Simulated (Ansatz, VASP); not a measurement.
# Si4N in VASP and in Ansatz

```
CELL_PARAMETERS angstrom
2.75670 0.00000 0.00000
-0.94280 5.30501 0.00000
-1.18820 -1.24333 9.07600
ATOMIC_POSITIONS crystal
Si 0.35388 0.18377 0.20503
Si 0.97007 0.63071 0.09238
Si 0.27613 0.43693 0.44133
Si 0.56279 0.81677 0.32830
Si 0.20263 0.03397 0.54470
Si 0.84594 0.65959 0.68156
Si 0.31500 0.32704 0.80269
Si 0.49628 0.93410 0.89178
N 0.08652 0.95922 0.02996
N 0.39076 0.51790 0.98226
```

Change from the starting cell: the structure that the rattled cell fell into.

Alike in both runs: task single point; functional PBE; k mesh 6 × 4 × 2; occupations gaussian, width 0.1 eV; no spin polarisation.

|  | VASP | Ansatz |
| --- | --- | --- |
| version | VASP 6.6.1 | Ansatz 0.2.0 |
| potentials or method | VASP PAW PBE potentials, release 64 (Si, N) | scalar-relativistic, plane waves, PAW |
| plane-wave cutoff (eV) | 520 | 420 |
| valence electrons in the cell | 42 | 42 |

|  | VASP | Ansatz | Ansatz less VASP |
| --- | --- | --- | --- |
| gap on the k mesh at the Fermi level (eV) | none | none | - |
| pressure (GPa) | 0.8 | 0.9 | +0.08 |
| largest component of the traceless stress (GPa) | 1.84 | 1.83 | -0.005 |
| rms of the force components (eV/Å) | 0.223 | 0.223 | -0.0004 |

Atom by atom the forces differ by 0.005 eV/Å (rms over components). A gap of «none» marks a metal or a gap that the smearing closes. With one functional, cell and mesh, what is left measures potentials, basis and numerics.

Caveats: the k mesh is coarse (spacing up to 0.39 Å⁻¹), so the values aren't converged.
